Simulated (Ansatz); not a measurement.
KF (Carobbiite):

```
CELL_PARAMETERS angstrom
0.00000 2.67185 2.67185
2.67185 0.00000 2.67185
2.67185 2.67185 0.00000
ATOMIC_POSITIONS crystal
K 0.00000 0.00000 0.00000
F 0.50000 0.50000 0.50000
```

Base run:

- Program: Ansatz 0.2.0
- Functional: LDA
- Potentials or basis: all-electron LAPW, scalar-relativistic
- Cutoff: 202 eV (chosen from the basis error)
- Basis error allowed: 0.001 eV/atom
- k mesh: 9 × 9 × 9
- Occupations: gaussian, width 0.1 eV
- Spin: no spin polarisation

Its results: band gap on the k mesh 5.80 eV, direct; pressure -3.5 GPa.

**Question.** The run is repeated on the same cell with these changes: occupations from gaussian, width 0.1 eV to gaussian, width 0.01 eV; dispersion from none to D4. What comes out?

**Answer.** Band gap on the k mesh 5.80 eV, direct; pressure -4.1 GPa.

Caveats: an odd mesh through Γ misses points on the zone boundary, where band edges often lie (some runs); the dispersion damping was fitted for another functional or another form of the correction (some runs).
